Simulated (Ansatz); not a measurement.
# Preparing Ga2O3 (R-3c) as a host crystal, part 3 of 3

Before any defect goes in: Ga2O3 (R-3c) at rest, and how it screens a charge.

Ansatz 0.2.0; plane-wave PAW DFT, PBEsol; relaxation of the host's cell and atoms (the session's first sound run).

So far. Step 3 (Dielectric tensors of the host): The principal values of the electronic dielectric tensor are 4.35, 4.48 and 4.48. The principal values of the static dielectric tensor are 13.06, 13.06 and 18.86.

## Step 7: Defect free supercell relaxed from displaced atoms

This step: plane-wave PAW DFT, PBEsol; relaxation of the defect-free supercell from random displacements, a test of the host's stability (Ansatz 0.2.0).

Contents of pristine.rattled/input.yaml:

```yaml
crystal:
  lattice:
    - [5.0004939056, 2.8870365358, 8.9651023865]
    - [-5.0004939056, 2.8870365358, 8.9651023865]
    - [0.0, -5.7740729716, 8.9651024187]
  atoms:
    - { symbol: Ga, position: [0.4278564282, 0.4278564282, 0.4278564282] }
    - { symbol: Ga, position: [0.3221435718, 0.3221435718, 0.3221435718] }
    - { symbol: Ga, position: [0.0721435718, 0.0721435718, 0.0721435718] }
    - { symbol: Ga, position: [0.1778564282, 0.1778564282, 0.1778564282] }
    - { symbol: O, position: [0.375, 0.2235983088, 0.0264016912] }
    - { symbol: O, position: [0.2235983088, 0.0264016912, 0.375] }
    - { symbol: O, position: [0.0264016912, 0.375, 0.2235983088] }
    - { symbol: O, position: [0.125, 0.2764016913, 0.4735983088] }
    - { symbol: O, position: [0.4735983088, 0.125, 0.2764016913] }
    - { symbol: O, position: [0.2764016913, 0.4735983088, 0.125] }
    - { symbol: Ga, position: [0.4278564282, 0.4278564282, 0.9278564282] }
    - { symbol: Ga, position: [0.3221435718, 0.3221435718, 0.8221435718] }
    - { symbol: Ga, position: [0.0721435718, 0.0721435718, 0.5721435718] }
    - { symbol: Ga, position: [0.1778564282, 0.1778564282, 0.6778564282] }
    - { symbol: O, position: [0.375, 0.2235983088, 0.5264016912] }
    - { symbol: O, position: [0.2235983088, 0.0264016912, 0.875] }
    - { symbol: O, position: [0.0264016912, 0.375, 0.7235983088] }
    - { symbol: O, position: [0.125, 0.2764016913, 0.9735983088] }
    - { symbol: O, position: [0.4735983088, 0.125, 0.7764016912] }
    - { symbol: O, position: [0.2764016913, 0.4735983088, 0.625] }
    - { symbol: Ga, position: [0.4278564282, 0.9278564282, 0.4278564282] }
    - { symbol: Ga, position: [0.3221435718, 0.8221435718, 0.3221435718] }
    - { symbol: Ga, position: [0.0721435718, 0.5721435718, 0.0721435718] }
    - { symbol: Ga, position: [0.1778564282, 0.6778564282, 0.1778564282] }
    - { symbol: O, position: [0.375, 0.7235983088, 0.0264016912] }
    - { symbol: O, position: [0.2235983088, 0.5264016912, 0.375] }
    - { symbol: O, position: [0.0264016912, 0.875, 0.2235983088] }
    - { symbol: O, position: [0.125, 0.7764016912, 0.4735983088] }
    - { symbol: O, position: [0.4735983088, 0.625, 0.2764016913] }
    - { symbol: O, position: [0.2764016913, 0.9735983088, 0.125] }
    - { symbol: Ga, position: [0.4278564282, 0.9278564282, 0.9278564282] }
    - { symbol: Ga, position: [0.3221435718, 0.8221435718, 0.8221435718] }
    - { symbol: Ga, position: [0.0721435718, 0.5721435718, 0.5721435718] }
    - { symbol: Ga, position: [0.1778564282, 0.6778564282, 0.6778564282] }
    - { symbol: O, position: [0.375, 0.7235983088, 0.5264016912] }
    - { symbol: O, position: [0.2235983088, 0.5264016912, 0.875] }
    - { symbol: O, position: [0.0264016912, 0.875, 0.7235983088] }
    - { symbol: O, position: [0.125, 0.7764016912, 0.9735983088] }
    - { symbol: O, position: [0.4735983088, 0.625, 0.7764016912] }
    - { symbol: O, position: [0.2764016913, 0.9735983088, 0.625] }
    - { symbol: Ga, position: [0.9278564282, 0.4278564282, 0.4278564282] }
    - { symbol: Ga, position: [0.8221435718, 0.3221435718, 0.3221435718] }
    - { symbol: Ga, position: [0.5721435718, 0.0721435718, 0.0721435718] }
    - { symbol: Ga, position: [0.6778564282, 0.1778564282, 0.1778564282] }
    - { symbol: O, position: [0.875, 0.2235983088, 0.0264016912] }
    - { symbol: O, position: [0.7235983088, 0.0264016912, 0.375] }
    - { symbol: O, position: [0.5264016912, 0.375, 0.2235983088] }
    - { symbol: O, position: [0.625, 0.2764016913, 0.4735983088] }
    - { symbol: O, position: [0.9735983088, 0.125, 0.2764016913] }
    - { symbol: O, position: [0.7764016912, 0.4735983088, 0.125] }
    - { symbol: Ga, position: [0.9278564282, 0.4278564282, 0.9278564282] }
    - { symbol: Ga, position: [0.8221435718, 0.3221435718, 0.8221435718] }
    - { symbol: Ga, position: [0.5721435718, 0.0721435718, 0.5721435718] }
    - { symbol: Ga, position: [0.6778564282, 0.1778564282, 0.6778564282] }
    - { symbol: O, position: [0.875, 0.2235983088, 0.5264016912] }
    - { symbol: O, position: [0.7235983088, 0.0264016912, 0.875] }
    - { symbol: O, position: [0.5264016912, 0.375, 0.7235983088] }
    - { symbol: O, position: [0.625, 0.2764016913, 0.9735983088] }
    - { symbol: O, position: [0.9735983088, 0.125, 0.7764016912] }
    - { symbol: O, position: [0.7764016912, 0.4735983088, 0.625] }
    - { symbol: Ga, position: [0.9278564282, 0.9278564282, 0.4278564282] }
    - { symbol: Ga, position: [0.8221435718, 0.8221435718, 0.3221435718] }
    - { symbol: Ga, position: [0.5721435718, 0.5721435718, 0.0721435718] }
    - { symbol: Ga, position: [0.6778564282, 0.6778564282, 0.1778564282] }
    - { symbol: O, position: [0.875, 0.7235983088, 0.0264016912] }
    - { symbol: O, position: [0.7235983088, 0.5264016912, 0.375] }
    - { symbol: O, position: [0.5264016912, 0.875, 0.2235983088] }
    - { symbol: O, position: [0.625, 0.7764016912, 0.4735983088] }
    - { symbol: O, position: [0.9735983088, 0.625, 0.2764016913] }
    - { symbol: O, position: [0.7764016912, 0.9735983088, 0.125] }
    - { symbol: Ga, position: [0.9278564282, 0.9278564282, 0.9278564282] }
    - { symbol: Ga, position: [0.8221435718, 0.8221435718, 0.8221435718] }
    - { symbol: Ga, position: [0.5721435718, 0.5721435718, 0.5721435718] }
    - { symbol: Ga, position: [0.6778564282, 0.6778564282, 0.6778564282] }
    - { symbol: O, position: [0.875, 0.7235983088, 0.5264016912] }
    - { symbol: O, position: [0.7235983088, 0.5264016912, 0.875] }
    - { symbol: O, position: [0.5264016912, 0.875, 0.7235983088] }
    - { symbol: O, position: [0.625, 0.7764016912, 0.9735983088] }
    - { symbol: O, position: [0.9735983088, 0.625, 0.7764016912] }
    - { symbol: O, position: [0.7764016912, 0.9735983088, 0.625] }
basis:
  ecutwfc: 420
  xc_grid: 2
hamiltonian:
  xc: pbesol
kpoints:
  mp_grid: { grid: [1, 1, 1], shift: [0.25, 0.25, 0.25] }
scf:
  occupations: { method: fermi_dirac, width: 0.01 }
  max_iter: 80
output:
  forces: true
relax:
  f_tol: 0.01
  max_steps: 120
  random_displacement: { amplitude: 0.08, seed: 9762 }
checkpoint:
  write: "../pristine.rattled.run"
  compress: false
  write_wavefunctions: false
  write_every: 100000
```

On the command line:

```
$ ansatz run input.yaml --threads 8 --pin off --max-ram 22609MiB --backend cpu --events-out ev --progress --plain --runs-dir out
```

Numbers of over 12 decimals in the logs are rounded to 6 here.

The program printed:

```text
[...]
Crystal: 80 atoms, lattice volume = 776.554 Å³
Basis set: ecut = 420 eV, 15215 PW (Γ), exchange–correlation on 144×144×144 points (8 copies of the dense FFT grid, shifted against one another)
Bands: 432, of which v1, the nominal top of the filled ones, is band 352 counted from 1 (351 counted from 0)
Symmetry: 1 space group operations
k-points: 1
[...]
SCF iter   1: F=—  HF=-146729.919006 eV  |F-HF|=—  |Δ(HF+E_count)|=         —  Δρ=1.65e-2  dr2=1.58e0  ethr=1.77e-3  ⟨swp⟩=6.0  Hψ=1474  notcnv=0  defer=44
[...]
SCF iter   7: F=-146729.450988 eV  HF=-146729.450989 eV  |F-HF|=2.18e-7  |Δ(HF+E_count)|=   1.49e-6  Δρ=1.35e-5  dr2=1.04e-6  ethr=3.55e-10  ⟨swp⟩=4.0  Hψ=1379  notcnv=0
SCF 1 converged in 7 iterations: F = -146729.450988 eV  dr2 = 1.04e-6
[...]
relax step   1: F+E_penalty+E_count = -146729.45098834 eV  Δ(F+E_penalty+E_count) = +0.000e0 eV  max|allowed force component| = 2.288e0 eV/Å  Δτ_max = 0.0000 Å  (7 SCF iters, dr2 threshold 2.50e-6 eV, accepted)
[...]
relax step   2: F+E_penalty+E_count = -146732.31171718 eV  Δ(F+E_penalty+E_count) = -2.861e0 eV  max|allowed force component| = 1.302e0 eV/Å  Δτ_max = 0.0887 Å  (6 SCF iters, dr2 threshold 1.00e-4 eV, accepted)
relax step   3: F+E_penalty+E_count = -146733.42618983 eV  Δ(F+E_penalty+E_count) = -1.114e0 eV  max|allowed force component| = 2.255e-2 eV/Å  Δτ_max = 0.0865 Å  (6 SCF iters, dr2 threshold 1.00e-4 eV, accepted)
relax step   4: F+E_penalty+E_count = -146733.42621292 eV  Δ(F+E_penalty+E_count) = -2.310e-5 eV  max|allowed force component| = 2.280e-2 eV/Å  Δτ_max = 0.0000 Å  (5 SCF iters, accepted)
SCF iter   1: F=—  HF=-146733.428035 eV  |F-HF|=—  |Δ(HF+E_count)|=         —  Δρ=6.64e-4  dr2=1.13e-3  ethr=2.13e-6  ⟨swp⟩=4.0  Hψ=874  notcnv=0  defer=75
[...]
SCF iter   6: F=-146733.426932 eV  HF=-146733.426932 eV  |F-HF|=6.37e-8  |Δ(HF+E_count)|=   1.23e-8  Δρ=3.36e-6  dr2=7.42e-8  ethr=1.42e-11  ⟨swp⟩=4.0  Hψ=1381  notcnv=0
SCF 5 converged in 6 iterations: F = -146733.426932 eV  dr2 = 7.42e-8
relax step   5: F+E_penalty+E_count = -146733.42693157 eV  Δ(F+E_penalty+E_count) = -7.186e-4 eV  max|allowed force component| = 8.089e-4 eV/Å  Δτ_max = 0.0037 Å  (6 SCF iters, accepted)
SCF converged after 6 iterations
Free energy (F): -146733.426932 eV
[...]
Internal energy: -146733.426932 eV  (E = F + TS)
E sigma→0 (E₀):  -146733.426932 eV
Fermi energy:    10.485643 eV
[...]
--- Forces (eV/Å), atoms counted from 1 ---
  atom   1  Ga     0.00047954    -0.00054630    -0.00048255
  atom   2  Ga     0.00016507     0.00008016    -0.00017925
  atom   3  Ga    -0.00001669     0.00013650     0.00024768
  atom   4  Ga     0.00027209    -0.00027054    -0.00007365
  atom   5  O      0.00014430     0.00004804    -0.00058190
  atom   6  O      0.00002808    -0.00008714     0.00014421
  atom   7  O      0.00005672    -0.00005744    -0.00001393
  atom   8  O      0.00006347     0.00028687    -0.00017182
  atom   9  O      0.00003865     0.00006838    -0.00035546
  atom  10  O      0.00028812     0.00002517     0.00009418
  atom  11  Ga    -0.00011349     0.00068696     0.00072570
  atom  12  Ga    -0.00009911     0.00024154     0.00039061
  atom  13  Ga     0.00025702    -0.00029275     0.00023700
  atom  14  Ga     0.00034325     0.00013061     0.00020123
  atom  15  O     -0.00028643     0.00028133    -0.00006054
  atom  16  O     -0.00027608    -0.00011071     0.00023217
  atom  17  O      0.00034340    -0.00009450    -0.00035403
  atom  18  O     -0.00011676     0.00011662    -0.00027158
  atom  19  O     -0.00033532    -0.00037368    -0.00006059
  atom  20  O      0.00012786    -0.00027784    -0.00002187
  atom  21  Ga    -0.00039416    -0.00047266     0.00049051
  atom  22  Ga    -0.00024473    -0.00007514     0.00012980
  atom  23  Ga     0.00028321     0.00013053     0.00050042
  atom  24  Ga    -0.00038331    -0.00002829     0.00037077
  atom  25  O      0.00002616    -0.00035754     0.00028907
  atom  26  O     -0.00024550    -0.00023149    -0.00014544
  atom  27  O     -0.00031294     0.00017600     0.00020353
  atom  28  O      0.00019204     0.00027105     0.00024380
  atom  29  O      0.00015360     0.00024783    -0.00008346
  atom  30  O     -0.00006889    -0.00007941     0.00000450
  atom  31  Ga    -0.00060028     0.00025990     0.00051210
  atom  32  Ga    -0.00010669    -0.00044591    -0.00003584
  atom  33  Ga    -0.00010753     0.00005637    -0.00048351
  atom  34  Ga    -0.00022541    -0.00020818     0.00003073
  atom  35  O      0.00050408    -0.00010271     0.00013630
  atom  36  O     -0.00011982    -0.00015906    -0.00053156
  atom  37  O      0.00012934    -0.00012553    -0.00022877
  atom  38  O     -0.00022606    -0.00017301     0.00015744
  atom  39  O      0.00040706     0.00037316    -0.00014079
  atom  40  O     -0.00007527    -0.00001080    -0.00019371
[...]
atom  69  O     -0.00025767    -0.00012173    -0.00003071
  atom  70  O      0.00033358    -0.00009093    -0.00052071
  atom  71  Ga     0.00001520    -0.00003184     0.00061876
  atom  72  Ga     0.00041995     0.00027815     0.00019722
  atom  73  Ga    -0.00080873     0.00009224     0.00076216
  atom  74  Ga     0.00007353     0.00008033     0.00026259
  atom  75  O     -0.00005691    -0.00013459    -0.00013611
  atom  76  O     -0.00030342     0.00029946    -0.00016018
  atom  77  O      0.00033612    -0.00004360    -0.00011210
  atom  78  O      0.00008728    -0.00038669    -0.00005493
  atom  79  O      0.00010609    -0.00024715    -0.00006048
  atom  80  O     -0.00061547     0.00042040    -0.00029848
  max |Σ_I F_I| component: 9.91e-5 eV/Å
--- Relaxed structure (5 steps of the walk, 5 accepted, 0 SCFs on fresh bases) ---
  F+E_penalty+E_count = -146733.42693157 eV   max|allowed force component| = 8.089e-4 eV/Å
  atoms:
    - { symbol: Ga, position: [0.428279, 0.427741, 0.427733] }
    - { symbol: Ga, position: [0.322590, 0.322050, 0.322069] }
    - { symbol: Ga, position: [0.072590, 0.072037, 0.072063] }
    - { symbol: Ga, position: [0.178273, 0.177734, 0.177733] }
    - { symbol: O, position: [0.375432, 0.223317, 0.026481] }
    - { symbol: O, position: [0.223859, 0.026469, 0.374889] }
    - { symbol: O, position: [0.027004, 0.374889, 0.223320] }
    - { symbol: O, position: [0.125428, 0.276471, 0.473328] }
    - { symbol: O, position: [0.473858, 0.124893, 0.276483] }
    - { symbol: O, position: [0.277002, 0.473311, 0.124908] }
    - { symbol: Ga, position: [0.428261, 0.427726, 0.927750] }
    - { symbol: Ga, position: [0.322599, 0.322041, 0.822054] }
    - { symbol: Ga, position: [0.072603, 0.072051, 0.572049] }
    - { symbol: Ga, position: [0.178264, 0.177737, 0.677744] }
    - { symbol: O, position: [0.375429, 0.223315, 0.526485] }
    - { symbol: O, position: [0.223857, 0.026461, 0.874898] }
    - { symbol: O, position: [0.027012, 0.374900, 0.723324] }
    - { symbol: O, position: [0.125441, 0.276462, 0.973323] }
    - { symbol: O, position: [0.473864, 0.124880, 0.776478] }
    - { symbol: O, position: [0.277018, 0.473318, 0.624895] }
    - { symbol: Ga, position: [0.428286, 0.927726, 0.427729] }
    - { symbol: Ga, position: [0.322587, 0.822053, 0.322056] }
    - { symbol: Ga, position: [0.072583, 0.572049, 0.072059] }
    - { symbol: Ga, position: [0.178282, 0.677720, 0.177731] }
    - { symbol: O, position: [0.375441, 0.723307, 0.026466] }
    - { symbol: O, position: [0.223863, 0.526470, 0.374896] }
    - { symbol: O, position: [0.027014, 0.874876, 0.223323] }
    - { symbol: O, position: [0.125427, 0.776469, 0.473325] }
    - { symbol: O, position: [0.473858, 0.624897, 0.276475] }
    - { symbol: O, position: [0.277013, 0.973309, 0.124894] }
    - { symbol: Ga, position: [0.428274, 0.927716, 0.927740] }
    - { symbol: Ga, position: [0.322594, 0.822050, 0.822045] }
    - { symbol: Ga, position: [0.072598, 0.572055, 0.572056] }
    - { symbol: Ga, position: [0.178276, 0.677734, 0.677741] }
    - { symbol: O, position: [0.375432, 0.723316, 0.526472] }
    - { symbol: O, position: [0.223860, 0.526467, 0.874900] }
    - { symbol: O, position: [0.027013, 0.874897, 0.723321] }
    - { symbol: O, position: [0.125436, 0.776464, 0.973315] }
    - { symbol: O, position: [0.473851, 0.624886, 0.776478] }
    - { symbol: O, position: [0.277016, 0.973316, 0.624888] }
    - { symbol: Ga, position: [0.928266, 0.427725, 0.427746] }
    - { symbol: Ga, position: [0.822595, 0.322043, 0.322050] }
    - { symbol: Ga, position: [0.572590, 0.072058, 0.072056] }
    - { symbol: Ga, position: [0.678272, 0.177731, 0.177748] }
    - { symbol: O, position: [0.875432, 0.223320, 0.026480] }
    - { symbol: O, position: [0.723856, 0.026463, 0.374908] }
    - { symbol: O, position: [0.527009, 0.374895, 0.223327] }
    - { symbol: O, position: [0.625438, 0.276463, 0.473325] }
    - { symbol: O, position: [0.973859, 0.124881, 0.276475] }
    - { symbol: O, position: [0.777010, 0.473320, 0.124894] }
    - { symbol: Ga, position: [0.928286, 0.427731, 0.927734] }
    - { symbol: Ga, position: [0.822585, 0.322052, 0.822067] }
    - { symbol: Ga, position: [0.572584, 0.072050, 0.572069] }
    - { symbol: Ga, position: [0.678286, 0.177725, 0.677732] }
    - { symbol: O, position: [0.875441, 0.223309, 0.526473] }
    - { symbol: O, position: [0.723861, 0.026473, 0.874900] }
    - { symbol: O, position: [0.527013, 0.374878, 0.723329] }
    - { symbol: O, position: [0.625424, 0.276473, 0.973334] }
    - { symbol: O, position: [0.973861, 0.124897, 0.776478] }
    - { symbol: O, position: [0.777006, 0.473309, 0.624906] }
    - { symbol: Ga, position: [0.928261, 0.927727, 0.427752] }
    - { symbol: Ga, position: [0.822599, 0.822044, 0.322050] }
    - { symbol: Ga, position: [0.572604, 0.572049, 0.072049] }
    - { symbol: Ga, position: [0.678273, 0.677729, 0.177748] }
    - { symbol: O, position: [0.875429, 0.723318, 0.026475] }
    - { symbol: O, position: [0.723853, 0.526459, 0.374904] }
    - { symbol: O, position: [0.527015, 0.874895, 0.223321] }
    - { symbol: O, position: [0.625440, 0.776457, 0.473318] }
    - { symbol: O, position: [0.973856, 0.624882, 0.276475] }
    - { symbol: O, position: [0.777014, 0.973323, 0.124896] }
    - { symbol: Ga, position: [0.928275, 0.927736, 0.927733] }
    - { symbol: Ga, position: [0.822589, 0.822049, 0.822067] }
    - { symbol: Ga, position: [0.572589, 0.572035, 0.572064] }
    - { symbol: Ga, position: [0.678273, 0.677727, 0.677735] }
    - { symbol: O, position: [0.875435, 0.723310, 0.526477] }
    - { symbol: O, position: [0.723862, 0.526466, 0.874896] }
    - { symbol: O, position: [0.527009, 0.874888, 0.723319] }
    - { symbol: O, position: [0.625433, 0.776469, 0.973321] }
    - { symbol: O, position: [0.973862, 0.624894, 0.776477] }
    - { symbol: O, position: [0.777013, 0.973306, 0.624910] }
```

Wall time 52 s (8 threads of Arm Neoverse V2, shared host); peak memory 2 GiB.

Relaxation path:

```
step  energy less that of the first step (eV)  largest force component (eV/Å)
   1                                   0.0000                          2.2877
   2                                  -2.8607                          1.3016
   3                                  -3.9752                          0.0226
   4                                  -3.9752                          0.0228
   5                                  -3.9759                          0.0008
```

The relaxation ends 50 meV an atom lower than the displaced start, with a largest force component of 8.1e-4 eV/Å.

## Step 8: Outcome

```
primitive cell vectors, lengths                                      : 5.332, 5.332, 5.332 Å
electronic dielectric constant                                       : principal values (4.35, 4.48, 4.48)
static dielectric constant                                           : principal values (13.06, 13.06, 18.86)
gap on the k-mesh of the response run (PBEsol)                       : 2.70 eV
supercell relaxed in its symmetry less the displaced and relaxed one : 0.000 eV
energy an atom at one point at (¼, ¼, ¼) less that on the dense mesh : 0.008 eV
```

In words: Step 7: The energy fell by 3.976 eV from the randomly displaced start; the atoms end within 0.005 Å of the sites as typed, once the mean shift is taken out. The displaced cell ends within 0.01 eV of the symmetric one relaxed in its symmetry, so no lower structure shows in this supercell. The k-mesh can miss the band edges, so this gap is an upper bound at this level. All at zero temperature.

[Logs are printed without paths, hosts, clocks, repeated set-up lines and the standing remarks that a program may print on its own settings, such as how far it seeks lower states.]

[Hosts, paths, dates, database ids (printed as entryN), source tags and the programs' standing remarks are cut or masked in the printed files.]

[Runs of the host that timed out are not shown.]

[For some hosts the program warned that the k-mesh of the response run may be too coarse for force constants and the static dielectric constant; such warnings are not always shown.]
